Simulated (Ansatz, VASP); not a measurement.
One calculation of B, two programs

```xyz
4
Lattice="0.0000 2.4917 2.4917 2.4917 0.0000 2.4917 2.4917 2.4917 0.0000" Properties=species:S:1:pos:R:3 pbc="T T T"
B     0.0000    0.0000    0.0000
B     0.0000    1.2459    1.2459
B     1.2459    1.2459    0.0000
B     1.2459    0.0000    1.2459
```

Alike in both runs: functional r2SCAN; k mesh 8 × 8 × 8; no spin polarisation.

Ansatz relaxed the structure, and its values are those at the end. VASP's run is a single point on that final structure, the one shown.

|  | VASP | Ansatz |
| --- | --- | --- |
| version | VASP 6.6.1 | Ansatz 0.2.0 |
| potentials or method | VASP PAW PBE potentials, release 64 (B) | PAW plane waves |
| plane-wave cutoff (eV) | 520 | 500 |
| occupations | fermi-dirac, width 0.1 eV | fermi-dirac |
| valence electrons in the cell | 12 | 12 |

VASP gave:

* gap on the k mesh at the Fermi level (eV): none
* pressure (GPa): -0.1

Estimate Ansatz's values.

gap on the k mesh at the Fermi level (eV): none; pressure (GPa): 0.0.

A gap of «none» marks a metal or a gap that the smearing closes.

Caveats: the PAW data sets were made with another functional, which shifts forces and pressure a little (VASP).
